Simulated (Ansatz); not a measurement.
Step by step: RbBr, 15 steps of 2.0 fs from 1200 K

These are results of DFT, PBE, all-electron LAPW, scalar-relativistic in Ansatz 0.2.0, not measurements.

Command: `ansatz run input.yaml --threads 2 --pin off --max-ram 4096MiB --backend cpu --events-out ev --progress --plain --runs-dir out` The run took 6.4 min on 2 threads of Arm Neoverse V2, with other jobs on the host, peak memory 0.48 GiB.

```yaml
crystal:
  lattice:
    - [0.0, 6.854, 6.854]
    - [3.427, 0.0, 3.427]
    - [3.427, 3.427, 0.0]
  atoms:
    - { symbol: Rb, position: [0.0, 0.0, 0.0] }
    - { symbol: Rb, position: [0.5, 0.0, 0.0] }
    - { symbol: Br, position: [0.25, 0.5, 0.5] }
    - { symbol: Br, position: [0.75, 0.5, 0.5] }
kpoints:
  mp_grid: { grid: [3, 5, 5] }
scf:
  occupations: { method: fermi_dirac, width: 0.08 }
hamiltonian:
  xc: pbe
  pseudopotentials: { kind: all_electron, lapw: { basis_error: 0.001 } }
output:
  forces: true
  stress: true
md:
  timestep: 2.0
  n_steps: 15
  ensemble: nvt_langevin
  temperature: 1200
  initial_velocities: maxwell_boltzmann
  seed: 960111
```

The geometry is COD entry 9008706, unchecked; take it as a test cell. It differs from other determinations.

Each frame lists Cartesian positions (Å) and forces (eV/Å). Free energies count from the first step, -304102.5800 eV.

Step 0 (t = 0.0 fs): E = 0.0 meV, T = 900 K

```
Rb    0.0000    0.0000    0.0000     0.000   0.000   0.000
Rb    0.0000    3.4270    3.4270     0.000   0.000   0.000
Br    3.4270    3.4270    3.4270     0.000   0.000   0.000
Br    3.4270    6.8540    6.8540     0.000   0.000   0.000
```

Step 1 (t = 2.0 fs): E = +0.4 meV, T = 974 K

```
Rb   -0.0080   -0.0072   -0.0012     0.010   0.013   0.005
Rb   -0.0008    3.4405    3.4334     0.011  -0.025  -0.016
Br    3.4282    3.4232    3.4288    -0.005   0.007  -0.001
Br    3.4342    6.8543    6.8492    -0.016   0.005   0.011
```

Step 2 (t = 4.0 fs): E = +1.6 meV, T = 803 K

```
Rb   -0.0154   -0.0133   -0.0023     0.018   0.026   0.011
Rb    0.0000    3.4540    3.4413     0.019  -0.049  -0.033
Br    3.4281    3.4202    3.4311    -0.007   0.013  -0.002
Br    3.4409    6.8555    6.8451    -0.030   0.009   0.024
```

Step 3 (t = 6.0 fs): E = +3.4 meV, T = 796 K

```
Rb   -0.0222   -0.0192   -0.0040     0.025   0.037   0.018
Rb    0.0014    3.4656    3.4490     0.025  -0.070  -0.049
Br    3.4274    3.4159    3.4348    -0.008   0.019  -0.005
Br    3.4474    6.8561    6.8404    -0.043   0.013   0.037
```

Step 4 (t = 8.0 fs): E = +5.8 meV, T = 825 K

```
Rb   -0.0286   -0.0254   -0.0064     0.031   0.048   0.024
Rb    0.0028    3.4755    3.4577     0.031  -0.090  -0.068
Br    3.4270    3.4114    3.4393    -0.008   0.023  -0.010
Br    3.4528    6.8555    6.8335    -0.054   0.019   0.054
```

Step 5 (t = 10.0 fs): E = +9.1 meV, T = 882 K

```
Rb   -0.0346   -0.0300   -0.0089     0.037   0.057   0.031
Rb    0.0038    3.4853    3.4679     0.038  -0.109  -0.092
Br    3.4285    3.4070    3.4444    -0.012   0.028  -0.015
Br    3.4578    6.8557    6.8252    -0.063   0.024   0.076
```

Step 6 (t = 12.0 fs): E = +13.3 meV, T = 939 K

```
Rb   -0.0400   -0.0335   -0.0132     0.041   0.066   0.039
Rb    0.0048    3.4954    3.4779     0.047  -0.127  -0.117
Br    3.4297    3.4024    3.4499    -0.015   0.033  -0.021
Br    3.4636    6.8571    6.8164    -0.073   0.028   0.098
```

Step 7 (t = 14.0 fs): E = +18.9 meV, T = 1261 K

```
Rb   -0.0452   -0.0357   -0.0191     0.046   0.076   0.048
Rb    0.0064    3.5068    3.4889     0.055  -0.147  -0.148
Br    3.4306    3.3995    3.4537    -0.016   0.036  -0.026
Br    3.4706    6.8584    6.8056    -0.085   0.035   0.125
```

Step 8 (t = 16.0 fs): E = +26.0 meV, T = 1303 K

```
Rb   -0.0502   -0.0369   -0.0237     0.051   0.084   0.054
Rb    0.0087    3.5198    3.5004     0.064  -0.167  -0.184
Br    3.4319    3.3981    3.4559    -0.016   0.039  -0.029
Br    3.4801    6.8599    6.7931    -0.099   0.044   0.159
```

Step 9 (t = 18.0 fs): E = +33.8 meV, T = 1045 K

```
Rb   -0.0543   -0.0387   -0.0265     0.057   0.092   0.057
Rb    0.0118    3.5322    3.5103     0.072  -0.185  -0.217
Br    3.4339    3.3959    3.4582    -0.017   0.041  -0.032
Br    3.4909    6.8614    6.7812    -0.112   0.053   0.192
```

Step 10 (t = 20.0 fs): E = +42.3 meV, T = 1070 K

```
Rb   -0.0570   -0.0409   -0.0293     0.060   0.099   0.061
Rb    0.0144    3.5447    3.5188     0.081  -0.205  -0.249
Br    3.4355    3.3929    3.4613    -0.016   0.043  -0.036
Br    3.5012    6.8620    6.7700    -0.125   0.062   0.224
```

Step 11 (t = 22.0 fs): E = +51.5 meV, T = 997 K

```
Rb   -0.0592   -0.0428   -0.0332     0.060   0.107   0.067
Rb    0.0165    3.5584    3.5256     0.089  -0.226  -0.278
Br    3.4358    3.3898    3.4654    -0.013   0.045  -0.043
Br    3.5105    6.8624    6.7593    -0.136   0.075   0.254
```

Step 12 (t = 24.0 fs): E = +61.5 meV, T = 1137 K

```
Rb   -0.0623   -0.0443   -0.0374     0.061   0.115   0.074
Rb    0.0190    3.5721    3.5323     0.095  -0.245  -0.308
Br    3.4348    3.3872    3.4709    -0.008   0.046  -0.051
Br    3.5200    6.8643    6.7486    -0.148   0.085   0.285
```

Step 13 (t = 26.0 fs): E = +72.5 meV, T = 1187 K

```
Rb   -0.0658   -0.0459   -0.0426     0.060   0.124   0.082
Rb    0.0221    3.5854    3.5399     0.101  -0.263  -0.337
Br    3.4325    3.3843    3.4778    -0.001   0.047  -0.061
Br    3.5306    6.8673    6.7396    -0.160   0.092   0.316
```

Step 14 (t = 28.0 fs): E = +84.6 meV, T = 1361 K

```
Rb   -0.0698   -0.0483   -0.0487     0.058   0.134   0.092
Rb    0.0248    3.5992    3.5470     0.106  -0.280  -0.367
Br    3.4281    3.3797    3.4844     0.009   0.048  -0.070
Br    3.5417    6.8713    6.7309    -0.173   0.098   0.345
```

Step 15 (t = 30.0 fs): E = +97.8 meV, T = 1198 K

```
Rb   -0.0735   -0.0514   -0.0551     0.053   0.147   0.101
Rb    0.0265    3.6141    3.5535     0.112  -0.298  -0.400
Br    3.4231    3.3747    3.4890     0.019   0.050  -0.077
Br    3.5516    6.8760    6.7214    -0.184   0.101   0.376
```

Problem. What is the mean temperature over the last 8 frames?

Solution. 1162 K; so short a run of so small a cell isn't equilibrated.
